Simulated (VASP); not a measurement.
A run of VASP 6.6.1:

The input INCAR:

```
SYSTEM = MgO
  PREC = Accurate
  ENCUT = 600
  EDIFF = 1E-7
  ISMEAR = 0
  SIGMA = 0.03
  LREAL = .FALSE.
  LASPH = .TRUE.
  NELM = 80
  ALGO = Normal
  ISIF = 2
  LWAVE = .FALSE.
  LCHARG = .FALSE.
  GGA = PE
  IBRION = 2
  NSW = 40
  EDIFFG = -0.01
```

File KPOINTS:

```
Automatic mesh
0
G
  12 12 12
  0 0 0
```

File POSCAR:

```
MgO                                     
1.0
    0.0000000000      2.1224813280      2.1224813280
    2.1224813280      0.0000000000      2.1224813280
    2.1224813280      2.1224813280      0.0000000000
  Mg              O             
     1     1
Direct
     0.0000000000000000    0.0000000000000000    0.0000000000000000
     0.5000000000000000    0.5000000000000000    0.5000000000000000
```

Potentials or basis: VASP PAW PBE potentials, release 64 (Mg, O).

Command:

```sh
$ cat potpaw_PBE.64/Mg/POTCAR potpaw_PBE.64/O/POTCAR > POTCAR
$ mpirun -np 1 vasp_std > vasp.out
```

Hardware: 1 thread of Intel(R) Xeon(R) 6975P-C (Granite Rapids), on a shared host.

Task: How long does it take, and how much memory?

Result: Run time: 4.2 s on 1 thread of Intel(R) Xeon(R) 6975P-C (Granite Rapids), with other jobs on the host, peak memory 0.15 GiB. Counts: scf iterations 12, k points 72, ion steps 1.
